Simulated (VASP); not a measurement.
Crystal: GdScO3.

```
Gd Sc O
1.0
     5.74200    0.00000    0.00000
     0.00000    7.92600    0.00000
     0.00000    0.00000    5.48200
Gd Sc O
4 4 12
Direct
  0.44058 0.75000 0.48392
  0.05942 0.25000 0.98392
  0.94058 0.75000 0.01608
  0.55942 0.25000 0.51608
  0.00000 0.00000 0.50000
  0.50000 0.00000 0.00000
  0.50000 0.50000 0.00000
  0.00000 0.50000 0.50000
  0.44940 0.25000 0.12010
  0.05060 0.75000 0.62010
  0.94940 0.25000 0.37990
  0.55060 0.75000 0.87990
  0.19560 0.56230 0.19270
  0.30440 0.43770 0.69270
  0.69560 0.93770 0.30730
  0.80440 0.06230 0.80730
  0.80440 0.43770 0.80730
  0.69560 0.56230 0.30730
  0.30440 0.06230 0.69270
  0.19560 0.93770 0.19270
```

```yaml
Program: VASP 6.6.1
Task: relaxation of cell and atoms
Functional: PBEsol
Potentials_or_basis: VASP PAW PBE potentials, release 64 (Gd_3, Sc_sv, O), 4f in core
Cutoff: 600 eV
k_mesh: 4 × 3 × 4
Occupations: gaussian, width 0.05 eV
Spin: no spin polarisation
```

At the start: pressure -3.4 GPa; volume 12.47 Å³/atom.

Question: Where does the relaxation end?

Answer: Over 9 steps the energy falls by 4.4 meV/atom and the volume is 12.24 Å³/atom (-1.9 %); space group Pnma (No. 62, to 0.05 Å).

The path:
```tsv
step	energy change (eV)	largest force (eV/Å)	pressure (GPa)	volume (Å³)
1	0.0000	0.2356	-3.42	249.49
2	-0.0121	0.1506	3.93	240.00
3	-0.0630	0.1550	0.31	244.44
4	-0.0758	0.1068	0.17	244.65
5	-0.0836	0.0985	0.01	244.95
6	-0.0837	0.0999	-0.01	244.98
7	-0.0871	0.0524	-0.04	245.03
8	-0.0876	0.0528	-0.06	245.05
9	-0.0885	0.0157	0.05	244.87
```

Final structure:
```
Gd Sc O
1.0
     5.72024    0.00000    0.00000
     0.00000    7.88397    0.00000
     0.00000    0.00000    5.42960
Gd Sc O
4 4 12
Direct
  0.43676 0.75000 0.48100
  0.06324 0.25000 0.98100
  0.93676 0.75000 0.01900
  0.56324 0.25000 0.51900
  0.00000 0.00000 0.50000
  0.50000 0.00000 0.00000
  0.50000 0.50000 0.00000
  0.00000 0.50000 0.50000
  0.44744 0.25000 0.12526
  0.05256 0.75000 0.62526
  0.94744 0.25000 0.37474
  0.55256 0.75000 0.87474
  0.19432 0.56521 0.19166
  0.30568 0.43479 0.69166
  0.69432 0.93479 0.30834
  0.80568 0.06521 0.80834
  0.80568 0.43479 0.80834
  0.69432 0.56521 0.30834
  0.30568 0.06521 0.69166
  0.19432 0.93479 0.19166
```

Caveat: the PAW data sets were made with another functional, which shifts forces and pressure a little.
